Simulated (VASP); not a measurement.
Write the native input for VASP 6.6.1 that does the following.

```yaml
Task: relaxation of cell and atoms
Functional: PBE
Potentials_or_basis: VASP PAW PBE potentials, release 64 (Cd, S)
Cutoff: 600 eV
k_mesh: 8 × 8 × 8
Occupations: gaussian, width 0.03 eV
Spin: no spin polarisation
Further_INCAR_settings: ALGO = Normal; EDIFF = 1e-06; IBRION = 2; EDIFFG = -0.01; NSW = 90; ISIF = 3
```

The structure of CdS (Hawleyite) lies in POSCAR:

```
CdS
1.0
    0.0000000000      2.9165000000      2.9165000000
    2.9165000000      0.0000000000      2.9165000000
    2.9165000000      2.9165000000      0.0000000000
Cd S
1 1
Direct
    0.0000000000      0.0000000000      0.0000000000
    0.2500000000      0.2500000000      0.2500000000
```

The input as run:

INCAR

```
SYSTEM = CdS
  ALGO = Normal
  EDIFF = 1E-6
  EDIFFG = -0.01
  ENCUT = 600
  GGA = PE
  IBRION = 2
  ISIF = 3
  ISMEAR = 0
  LASPH = .True.
  LCHARG = .False.
  LREAL = .False.
  LWAVE = .False.
  NELM = 80
  NSW = 90
  PREC = Accurate
  SIGMA = 0.03
```

KPOINTS

```
k-points
0
Gamma
  8 8 8
  0 0 0
```

Potentials or basis: VASP PAW PBE potentials, release 64 (Cd, S).

Command:

```console
$ cat potpaw_PBE.64/Cd/POTCAR potpaw_PBE.64/S/POTCAR > POTCAR
$ mpirun -np 1 vasp_std > vasp.out
```

It gave:

The relaxed volume is 26.15 Å³/atom and the relaxed cell is a = 4.197 Å, b = 4.197 Å, c = 4.197 Å, α = 60.00°, β = 60.00°, γ = 60.00°. The space group after relaxing (to 0.05 Å) is F-43m (No. 216) and the energy gained by relaxing is 12.6 meV/atom. The ionic steps are 3, the pressure after relaxing is 0.0 GPa and the band gap on the k mesh is 1.03 eV, direct.

Wall time 26 s on 1 thread of Intel(R) Xeon(R) 6975P-C (Granite Rapids), on a shared host, peak memory 0.22 GiB.
